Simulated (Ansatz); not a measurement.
Born–Oppenheimer molecular dynamics of a periodic cell of 31 atoms, Mg7Ge8N16 (host MgGeN2, host structure Pna2_1, one Mg atom removed), cell charge -2. It goes on from the last frame of an earlier run, with new velocities.

These are results of Ansatz 0.2.0, DFT PBEsol, scalar-relativistic, plane waves, PAW, not measurements. Settings: accuracy low, cutoff 420 eV, k mesh 1x1x1, fermi-dirac smearing 0.05 eV, no spin polarisation.

```json
{
  "ensemble": "NVT, Nosé–Hoover chain",
  "time step": "1 fs",
  "steps asked": "200",
  "set temperature": "1950 K",
  "thermostat": "time constant 100 fs, chain length 5",
  "seed": "294073"
}
```

First frame:

```xyz
31
Lattice="0.0000 6.7411 5.2779 5.6110 0.0000 5.2779 5.6110 6.7411 0.0000" Properties=species:S:1:pos:R:3
Mg 3.270 6.043 5.372
Mg 5.223 9.563 7.440
Mg 2.300 0.902 2.620
Mg 5.901 11.065 4.964
Ge 6.170 0.890 5.007
Ge 5.007 5.866 2.198
Ge 2.299 4.241 2.426
Ge 3.194 9.328 5.311
N 3.407 5.398 1.729
N 7.724 7.828 4.659
N 5.069 2.320 4.583
N 6.182 4.323 7.231
N 3.070 2.705 1.846
N 5.817 7.601 1.627
N 5.233 5.907 4.255
N 2.465 4.175 4.338
Mg 8.804 5.987 5.147
Mg 5.173 9.529 2.669
Mg 5.711 4.225 5.156
Ge 6.076 7.560 5.400
Ge 5.447 5.951 7.983
Ge 7.799 10.937 7.774
Ge 8.944 9.056 5.234
N 3.478 5.838 7.453
N 2.199 7.726 4.566
N 5.048 9.079 4.861
N 6.041 11.129 6.954
N 8.768 9.601 7.067
N 6.093 7.691 7.195
N 10.618 12.925 9.802
N 7.803 3.917 4.393
```

Q: What does the run give?

A: All steps were run.

| Item | Value |
| --- | --- |
| steps done | 200 |
| time covered | 200 fs |
| mean temperature over the second half | 1954 K |
| spread of the potential energy over the second half | 26.0 meV per atom |
| mean potential energy of the second half above the start | 6.7 meV per atom |

The conserved energy wandered by up to 16.7 meV per atom (net 16.7 meV per atom), which is poor conservation. A run of 0.2 ps of so small a system gives no equilibrium averages. The SCF threshold is loose, so the forces are noisy. Limits of this set-up: coarse k mesh, low accuracy level, charged cell in a uniform background, uncorrected.

Q: What happens to the structure?

A: Mean squared displacements from the first frame to the last, about the centre of mass: Mg 0.20 Å², Ge 0.07 Å², N 0.12 Å². Another seed would give other details.

Q: How do temperature and energy run in time?

A: 
| time (fs) | T (K) | potential energy less start (eV) | conserved less start (meV/atom) |
| --- | --- | --- | --- |
| 0.0 | 1950 | 0.000 | 0.00 |
| 16.0 | 1592 | 1.492 | 2.83 |
| 32.0 | 2343 | -1.365 | 2.89 |
| 48.0 | 1869 | 0.546 | 5.15 |
| 64.0 | 1812 | 0.796 | 6.04 |
| 80.0 | 2219 | -0.720 | 7.20 |
| 96.0 | 2159 | -0.409 | 10.04 |
| 112.0 | 1850 | 0.718 | 10.05 |
| 128.0 | 1691 | 1.301 | 11.45 |
| 144.0 | 2020 | 0.025 | 13.14 |
| 160.0 | 1907 | 0.410 | 14.37 |
| 176.0 | 2106 | -0.428 | 15.89 |
| 192.0 | 2241 | -1.141 | 16.32 |

The run took 4.1 min on 1 thread of Intel(R) Xeon(R) 6975P-C (Granite Rapids) (shared host), peak memory 0.59 GiB.
